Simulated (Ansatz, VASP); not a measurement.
## Rh in VASP and in Ansatz

```
CELL_PARAMETERS angstrom
4.30250 0.00000 0.00000
-2.15125 3.72607 0.00000
0.00000 0.00000 2.63589
ATOMIC_POSITIONS crystal
Rh 0.00000 0.00000 0.00000
Rh 0.33333 0.66667 0.50000
Rh 0.66667 0.33333 0.50000
```

Alike in both runs: functional r2SCAN; k mesh 12 × 12 × 18; occupations gaussian, width 0.1 eV; no spin polarisation.

Ansatz relaxed the structure, and its values are those at the end. VASP's run is a single point on that final structure, the one shown.

|  | VASP | Ansatz |
| --- | --- | --- |
| version | VASP 6.6.1 | Ansatz 0.2.0 |
| potentials or method | VASP PAW PBE potentials, release 64 (Rh_pv) | scalar-relativistic, plane waves, PAW |
| plane-wave cutoff (eV) | 520 | 500 |
| valence electrons in the cell | 45 | 51 |

|  | VASP | Ansatz | Ansatz less VASP |
| --- | --- | --- | --- |
| gap on the k mesh at the Fermi level (eV) | none | none | - |
| pressure (GPa) | 1.2 | 0.0 | -1.14 |

A gap of «none» marks a metal or a gap that the smearing closes. With one functional, cell and mesh, what is left measures potentials, basis and numerics. The two sets of potentials don't hold the same shells in valence.

Caveats: the PAW data sets were made with another functional, which shifts forces and pressure a little (VASP).
